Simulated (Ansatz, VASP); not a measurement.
Two plane-wave programs on Zr

Contents of INCAR:

```
PREC = Accurate
ENCUT = 520
EDIFF = 1E-6
ISMEAR = -1
SIGMA = 0.05
LREAL = F
LASPH = T
NELM = 80
ALGO = Normal
ISIF = 2
LWAVE = F
LCHARG = F
GGA = PS
NBANDS = 12
```

Contents of KPOINTS:

```
Automatic mesh
0
Gamma
  10 10 10
```

POSCAR

```
Zr
1.0
   -1.7978519830      1.7978519830      1.7978519830
    1.7978519830     -1.7978519830      1.7978519830
    1.7978519830      1.7978519830     -1.7978519830
Zr
1
Direct
    0.0000000000      0.0000000000      0.0000000000
```

The input input.yaml:

```yaml
crystal:
  lattice:
    - [-1.797851983, 1.797851983, 1.797851983]
    - [1.797851983, -1.797851983, 1.797851983]
    - [1.797851983, 1.797851983, -1.797851983]
  atoms:
    - { symbol: Zr, position: [0.0, 0.0, 0.0] }
hamiltonian:
  xc: pbesol
  pseudopotentials: { kind: paw }
kpoints:
  mp_grid: { grid: [10, 10, 10] }
scf:
  occupations: { method: fermi_dirac, width: 0.05 }
output:
  forces: true
  stress: true
  eigenvalues: true
```

This isn't the form of Zr at room conditions, which is hcp.

Alike in both runs: task single point; functional PBEsol; k mesh 10 × 10 × 10; occupations fermi-dirac, width 0.05 eV; no spin polarisation.

|  | VASP | Ansatz |
| --- | --- | --- |
| version | VASP 6.6.1 | Ansatz 0.2.0 |
| potentials or method | VASP PAW PBE potentials, release 64 (Zr_sv) | Ansatz PAW |
| plane-wave cutoff (eV) | 520 | 420 |
| valence electrons in the cell | 12 | 12 |

|  | VASP | Ansatz | Ansatz less VASP |
| --- | --- | --- | --- |
| gap on the k mesh at the Fermi level (eV) | none | none | - |
| pressure (GPa) | -5.6 | -5.6 | -0.06 |

A gap of «none» marks a metal or a gap that the smearing closes.

Caveats: the PAW data sets were made with another functional, which shifts forces and pressure a little (VASP); the PAW data sets come from PBE, with cores solved anew for the run's functional, which leaves a small shift of forces and pressure (Ansatz).
